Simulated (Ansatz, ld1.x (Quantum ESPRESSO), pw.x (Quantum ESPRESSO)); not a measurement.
**strontium (Sr): one change to the ultrasoft potential, in the atom and in the bcc crystal**

* Element: strontium
* Generator: ld1.x (Quantum ESPRESSO) 7.5
* Type: ultrasoft
* Functional: PBE
* Relativity: scalar-relativistic
* Frozen core: [Ar] 3d10
* Valence charge: 10
* Reference configuration: 4s2 4p6 4d0 5s2 5p0
* Partial waves: 4s (bound): rcut 1.75, rcutus 2.15 bohr; 5s (bound): rcut 1.75, rcutus 2.15 bohr; 4p (bound): rcut 2.10, rcutus 2.60 bohr; 5p (bound, empty): rcut 2.10, rcutus 2.60 bohr; 4d (bound, empty): rcut 3.60, rcutus 4.30 bohr; 4d channel at 5.1 Ry: rcut 3.60, rcutus 4.30 bohr
* Local potential: all-electron potential smoothed inside 3.35 bohr (lloc = -1)
* Core correction: a·sin(br)/r model core inside 1.25 bohr
* Augmentation charge: PSQ, inside the norm-conserving radii

Change: waves 4d (bound): rcut 2.52, rcutus 2.68 bohr; 4d channel at 5.1 Ry: rcut 2.52, rcutus 2.68 bohr.

Cutoffs, loose and tight: the cutoffs (Ry, on a coarse ladder) from which the occupation-weighted sum of valence levels, in a spherical-Bessel basis at the reference potential, stays within 10 and 1 mRy of its value at 400 Ry. They do not see the model core or the augmentation charge, which bear on the density cutoff. Test errors are all-electron minus pseudo excitation energies from the reference, over the configurations 4s2 4p6 4d0 5s1 5p0; 4s2 4p6 4d0 5s0 5p0; 4s2 4p6 4d0 5s1.5 5p0; 4s2 4p6 4d0 5s0 5p1; 4s2 4p6 4d1 5s0 5p0; 4s2 4p6 4d0 5s1 5p1; 4s2 4p6 4d0 5s0 5p2; variants that change the core or the reference have their own tests.

Crystal test: bcc Sr in pw.x 7.5, no spin, 10³ k-points, Fermi–Dirac smearing 0.01 Ry, cutoffs set for each file from its atomic test. The reference is all-electron LAPW (Ansatz 0.2.0) with the same functional, mesh and smearing; V0 and B0 come from Birch–Murnaghan fits to the pressures at five volumes. Errors are pseudo minus all-electron; Δ is the rms difference of the E(V) curves that follow from these fits, minima aligned, over ±6 % about the mean V0. Mesh and smearing are coarse, so the numbers serve the comparison and aren't converged zero-temperature values; the lattice is a test structure that the element need not adopt.

All-electron: a0 = 4.780 Å (V0 = 54.61 Å³/atom), B0 = 11.4 GPa.

Problem. Does the change bring the crystal closer to the all-electron result?

Solution. The mean pressure error goes from +2.79 to +1.02 GPa, so the change moves the solid closer to the all-electron pressures. Neither pressure curve crosses zero within the volumes sampled, so no fits are given.

| quantity | base | changed |
| --- | --- | --- |
| outcome (atom) | generated | generated |
| cutoff, loose (atom) | 15 Ry | 15 Ry |
| cutoff, tight (atom) | 21 Ry | 21 Ry |
| bound ghosts (atom) | none | none |
| largest test error (meV) (atom) | -1.4 over the solved tests; test run stopped at test 4 of 7 (negative rho) | -1.4 over the solved tests; test run stopped at test 4 of 7 (negative rho) |
| cutoffs in pw.x (Ry) | 40/320 | 40/320 |
| mean pressure error (GPa) | +2.79 | +1.02 |

Base: The largest radius (4.30 bohr) exceeds half the bond length (3.91 bohr), so the spheres overlap, which is one possible source of error among others. This is a poor potential for the solid. Atomic configuration tests: test run stopped at test 4 of 7 (negative rho). Changed file: This is a poor potential for the solid. Atomic configuration tests: test run stopped at test 4 of 7 (negative rho). The atomic cutoffs weigh occupied waves only.
